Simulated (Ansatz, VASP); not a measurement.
TaN: VASP beside Ansatz

```xyz
2
Lattice="2.3704 0.0000 0.0000 0.0000 2.3704 0.0000 0.0000 0.0000 2.3704" Properties=species:S:1:pos:R:3 pbc="T T T"
Ta    0.0000    0.0000    0.0000
N     1.1852    1.1852    1.1852
```

Change from the starting cell: volume scaled by 0.64, PAW files.

Alike in both runs: task single point; functional PBE; k mesh 15 × 15 × 15; occupations fermi-dirac, width 0.05 eV; no spin polarisation.

|  | VASP | Ansatz |
| --- | --- | --- |
| version | VASP 6.6.1 | Ansatz 0.2.0 |
| potentials or method | VASP PAW PBE potentials, release 64 (Ta_pv, N) | PAW with Ansatz's default frozen-core files, scalar-relativistic |
| plane-wave cutoff (eV) | 520 | 420 |
| valence electrons in the cell | 16 | 18 |

|  | VASP | Ansatz | Ansatz less VASP |
| --- | --- | --- | --- |
| pressure (GPa) | 374.0 | 365.0 | -8.99 |

The functional is the same, so the differences come from potentials, cutoffs and numerics. The two sets of potentials don't hold the same shells in valence.

Caveats: the cell as given lies far from equilibrium; so large a pressure means that the cell lies far from this level's equilibrium, or that cutoff or potentials fall short (VASP). Spin-orbit coupling is left out, which matters for the levels of Ta.
